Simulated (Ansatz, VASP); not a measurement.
# GaP in VASP and in Ansatz

INCAR

```
PREC     = Accurate       # precision mode
ENCUT    = 520            # plane-wave cutoff, eV
EDIFF    = 1E-7           # SCF threshold, eV
ISMEAR   = 0              # smearing method
SIGMA    = 0.1            # smearing width, eV
LREAL    = False          # projectors in reciprocal space
LASPH    = True           # aspherical terms in the spheres
NELM     = 60             # most SCF steps
ALGO     = Normal         # electronic algorithm
ISIF     = 2              # what is computed and relaxed
LWAVE    = False          # write WAVECAR
LCHARG   = False          # write CHGCAR
GGA      = PE             # functional
NBANDS   = 26             # bands
```

The input KPOINTS:

```
Automatic mesh
0
Gamma
  6 6 6
```

File POSCAR:

```
GaP
1.0
    1.9432876699      1.1219576593      6.4296152397
   -1.9432876699      1.1219576593      6.4296152397
    0.0000000000     -2.2439153187      6.4296152397
Ga P
2 2
Direct
    0.5642130252      0.5642130252      0.5642130252
    0.4357869748      0.4357869748      0.4357869748
    0.9422348688      0.9422348688      0.9422348688
    0.0577651312      0.0577651312      0.0577651312
```

Input for Ansatz:

```yaml
crystal:
  lattice:
    - [1.9432876699, 1.1219576593, 6.4296152397]
    - [-1.9432876699, 1.1219576593, 6.4296152397]
    - [0.0, -2.2439153187, 6.4296152397]
  atoms:
    - { symbol: Ga, position: [0.5642130252, 0.5642130252, 0.5642130252] }
    - { symbol: Ga, position: [0.4357869748, 0.4357869748, 0.4357869748] }
    - { symbol: P, position: [0.9422348688, 0.9422348688, 0.9422348688] }
    - { symbol: P, position: [0.0577651312, 0.0577651312, 0.0577651312] }
basis:
  ecutwfc: 420
kpoints:
  mp_grid: { grid: [6, 6, 6] }
hamiltonian:
  xc: pbe
scf:
  occupations: { method: gaussian, width: 0.1 }
  lower_state_search: "off"
output:
  forces: true
  stress: true
  eigenvalues: true
```

Change from the starting cell: the structure that the rattled cell fell into.

Alike in both runs: task single point; functional PBE; k mesh 6 × 6 × 6; occupations gaussian, width 0.1 eV; no spin polarisation.

|  | VASP | Ansatz |
| --- | --- | --- |
| version | VASP 6.6.1 | Ansatz 0.2.0 |
| potentials or method | VASP PAW PBE potentials, release 64 (Ga_d, P) | scalar-relativistic, plane waves, PAW |
| plane-wave cutoff (eV) | 520 | 420 |
| valence electrons in the cell | 36 | 36 |

```tsv
	VASP	Ansatz	Ansatz less VASP
gap on the k mesh at the Fermi level (eV)	0.80	0.79	-0.007
least direct gap on the mesh (eV)	1.17	1.17	+0.006
pressure (GPa)	-0.1	-0.1	+0.02
largest component of the traceless stress (GPa)	0.10	0.04	-0.063
rms of the force components (eV/Å)	0.053	0.041	-0.0128
```

Atom by atom the forces differ by 0.016 eV/Å (rms over components). With one functional, cell and mesh, what is left measures potentials, basis and numerics.

A k mesh can miss the band edges.
